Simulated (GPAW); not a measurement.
**WS2 (Tungstenite): optical spectrum with PBE+U**

Crystal: WS2 (Tungstenite).

```
W S
1.0
     3.18000    0.00000    0.00000
    -1.59000    2.75396    0.00000
     0.00000    0.00000   12.50000
W S
2 4
Cartesian
  1.5900 0.9180 9.3750
  0.0000 1.8360 3.1250
  1.5900 0.9180 4.6875
  0.0000 1.8360 10.9375
  1.5900 0.9180 1.5625
  0.0000 1.8360 7.8125
```

```json
{"Program": "GPAW 26.7.0", "Task": "optical spectrum", "Functional": "PBE", "Potentials or basis": "GPAW PAW data sets (gpaw-data 1.2.1)", "Cutoff": "500 eV", "Basis": "pw", "k mesh": "8 × 8 × 2", "Occupations": "fermi-dirac, width 0.001 eV", "Spin": "no spin polarisation", "Hubbard terms": "W d U = 2.0 eV", "Response ecut": "50 eV", "Eta": "0.1 eV", "Maxiter": "150", "Response k mesh": "10 × 10 × 3", "Domega0": "0.05 eV", "Omega2": "10 eV", "Kernel": "RPA", "Scissors": "0 eV", "Response bands": "74", "Directions": "[\"x\", \"z\"]", "Intraband": "no"}
```

| Quantity | Value |
| --- | --- |
| Band gap on the k mesh | 1.22 eV, indirect (least direct gap 2.13 eV) |

Dielectric function (mean over the directions given):
| energy (eV) | real part | imaginary part |
| --- | --- | --- |
| 0.25 | 9.88 | 0.03 |
| 1.15 | 10.84 | 0.21 |
| 2.18 | 12.33 | 5.63 |
| 3.17 | 9.51 | 11.45 |
| 4.16 | 4.09 | 8.75 |
| 5.16 | 1.86 | 8.55 |
| 6.15 | 2.45 | 5.71 |
| 7.12 | 0.42 | 4.59 |
| 8.16 | 0.61 | 3.82 |
| 9.18 | 1.32 | 3.60 |
| 10.06 | -0.19 | 4.11 |
| 11.09 | 0.44 | 4.41 |
| 12.08 | -1.56 | 3.90 |
| 13.00 | -1.14 | 2.54 |
| 14.10 | -0.38 | 1.87 |
| 15.13 | -0.70 | 1.75 |
| 16.21 | -0.81 | 1.67 |
| 17.36 | -0.46 | 1.01 |
| 18.58 | -0.32 | 0.90 |
| 19.87 | -0.37 | 0.76 |

It took 7.1 min on 1 thread of AMD EPYC 7R43 64-Core Processor (Zen 3), on a shared host, peak memory 0.63 GiB.

Caveat: the long-wavelength limit can be off by several per cent where d states take part; response on these states lacks terms of the Hamiltonian; spectra need much finer meshes, so this one isn't converged; independent-particle spectra lack excitons; spin-orbit coupling is left out, which moves the levels of the heavy elements; an odd mesh through Γ misses points on the zone boundary, where band edges often lie.
